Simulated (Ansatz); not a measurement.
## A convergence test on CdTe (F-43m): wavefunction cutoff

Wanted: the cheapest wavefunction cutoff that holds the PBE gap of CdTe (F-43m).

Calculated with Ansatz 0.2.0; DFT, PBE, plane waves, PAW.

Most raw output is cut from this account.

### 1. The structure

The structure is cubic, space group F-43m (No. 216). The conventional cell has a = 6.480 Å, b = 6.480 Å, c = 6.480 Å, α = 90.00°, β = 90.00°, γ = 90.00°. Nearest to Cd lie 4 Te at 2.81 Å. Nearest to Te lie 4 Cd at 2.81 Å. Farther neighbours and most contacts between anions are not listed.

The cell and positions come from the Crystallography Open Database and are kept as given unless a step says otherwise. Spin-orbit coupling is left out unless a step names it. The default PAW set here is soft_1. Its files were made with PBE.

### 2. Wavefunction cutoff: 190 eV

input.yaml

```yaml
crystal:
  lattice:
    - [0.0, 3.24, 3.24]
    - [3.24, 0.0, 3.24]
    - [3.24, 3.24, 0.0]
  atoms:
    - { symbol: Cd, position: [0.0, 0.0, 0.0] }
    - { symbol: Te, position: [0.25, 0.25, 0.25] }
kpoints:
  mp_grid: { grid: [6, 6, 6] }
  band_path:
    path:
      - [0.0, 0.0, 0.0]
      - [-0.5, -0.5, 0.0]
      - [-0.375, -0.375, 0.25]
      - [-0.375, 0.0, 0.375]
      - [0.0, 0.0, 0.5]
      - [-0.5, -0.25, 0.25]
    npoints: 1
hamiltonian:
  xc: pbe
  pseudopotentials: { kind: paw, azcp: { folder: "./paw" } }
scf:
  occupations: { method: fermi_dirac, width: 0.02 }
  n_extra_bands: 4
  max_iter: 80
output:
  eigenvalues: true
basis:
  ecutwfc: 190.0
```

Started as:

```bash
> ansatz run input.yaml --threads 3 --pin off --max-ram 92160MiB --backend cuda --events-out ev --progress --plain --runs-dir out --devices 1 --max-vram 13GiB
```

The job ended after 14 s (1 × NVIDIA H100 80GB HBM3 (shared by 6 runs) with 3 threads of AMD EPYC 7R13 (Zen 3), shared host; peak memory 0.89 GiB; 2.6 s of CPU time).

Numbers from this step:

* gap: 0.5801 eV
* valence top at: Γ
* conduction bottom at: Γ
* least direct gap: 0.5801 eV

The gap is direct, at Γ.

### 3. Wavefunction cutoff: 290 eV

input.yaml, as its differences from that of step 2:

```diff
@@ -23,3 +23,3 @@
 scf:
-  occupations: { method: fermi_dirac, width: 0.02 }
+  occupations: { method: fixed }
   n_extra_bands: 4
@@ -29,2 +29,2 @@
 basis:
-  ecutwfc: 190.0
+  ecutwfc: 290.0
```

Wall time 13 s (1 × NVIDIA H100 80GB HBM3 (shared by 6 runs) with 3 threads); peak memory 0.88 GiB; 2.7 s of CPU time.

Numbers from this step:

```
gap                  : 0.7626 eV
valence top at       : Γ
conduction bottom at : Γ
least direct gap     : 0.7626 eV
```

The gap is 0.763 eV, +0.182 eV from the run before at this level.

### 4. Wavefunction cutoff: 420 eV (the default)

input.yaml, the sections that differ from step 3:

```yaml
kpoints:
  mp_grid: { grid: [6, 6, 6] }
  band_path:
    path:
      - [[0.0, 0.0, 0.0], [-0.5, -0.5, 0.0], [-0.375, -0.375, 0.25]]
      - [[-0.375, 0.0, 0.375], [0.0, 0.0, 0.0], [0.0, 0.0, 0.5], [-0.5, -0.25, 0.25], [-0.5, -0.5, 0.0]]
    npoints: 10
scf:
  occupations: { method: fermi_dirac, width: 0.02 }
  n_extra_bands: 4
output:
  eigenvalues: true
  write_density: true
  write_potential: true
  elf: true
  volumetric_format: npy
# crystal, hamiltonian: as in step 3
# basis: removed
```

It took 17 s on 1 × NVIDIA H100 80GB HBM3 (shared by 6 runs) with 3 threads; peak memory 0.95 GiB.

Numbers from this step:

| Quantity | Value |
| --- | --- |
| gap | 0.7707 eV |
| valence top at | Γ |
| conduction bottom at | Γ |
| least direct gap | 0.7707 eV |

The gap is 0.771 eV, +0.008 eV from the run before at this level.

### 5. Wavefunction cutoff: 630 eV

input.yaml, the sections that differ from step 4:

```yaml
kpoints:
  mp_grid: { grid: [6, 6, 6] }
  band_path:
    path:
      - [0.0, 0.0, 0.0]
      - [-0.5, -0.5, 0.0]
      - [-0.375, -0.375, 0.25]
      - [-0.375, 0.0, 0.375]
      - [0.0, 0.0, 0.5]
      - [-0.5, -0.25, 0.25]
    npoints: 1
scf:
  occupations: { method: fixed }
  n_extra_bands: 4
  max_iter: 80
basis:
  ecutwfc: 630.0
# crystal, hamiltonian, output: as in step 4
```

Elapsed: 13 s, on 1 × NVIDIA H100 80GB HBM3 (shared by 6 runs) with 3 threads; peak memory 0.93 GiB; 3.3 s of CPU time.

Numbers from this step:

```yaml
gap: 0.7710 eV
valence_top_at: Γ
conduction_bottom_at: Γ
least_direct_gap: 0.7710 eV
```

The gap is 0.771 eV, as in the run before at this level.

### 6. The series

Differences are against the last row; a negative gap means that bands overlap, and a run with a band path holds that path's time. Times are wall times on 1 × NVIDIA H100 80GB HBM3 (shared by 6 runs) with 3 threads of AMD EPYC 7R13 (Zen 3), shared host, good to a factor of about two.

```
wavefunction cutoff  gap (eV)  direct gap (eV)  gap error (eV)  energy error (meV/atom)  irreducible k  time
             190 eV     0.580            0.580          −0.191                 +10735.0             16  14 s
             290 eV     0.763            0.763          −0.008                   +104.2             16  13 s
             420 eV     0.771            0.771         −0.0003                     +1.2             16  17 s
             630 eV     0.771            0.771          +0.000                     +0.0             16  13 s
```

### 7. Results

| Quantity | Value |
| --- | --- |
| 190 eV | 0.580 eV |
| 290 eV | 0.763 eV |
| 420 eV | 0.771 eV |
| 630 eV | 0.771 eV |

What this shows: The gap holds to 0.02 eV from 290 eV on. At 190 eV the gap is off by −0.191 eV and the energy by +10735 meV/atom.

[Paths, hosts, dates, memory and timing lines, banners, echoed tables and standing remarks are left out of the program output.]

[Logs are printed without paths, hosts, clocks, repeated set-up lines and the standing remarks that a program may print on its own settings, such as how far it seeks lower states.]

[Runs of the session that timed out or met a known fault of the program may be left out.]

[Cells called generated may have been cut or substituted from an entry of the Crystallography Open Database or the Materials Project.]

[Hosts, paths, dates, database ids (printed as entryN), source tags and the programs' standing remarks are cut or masked in the printed files.]
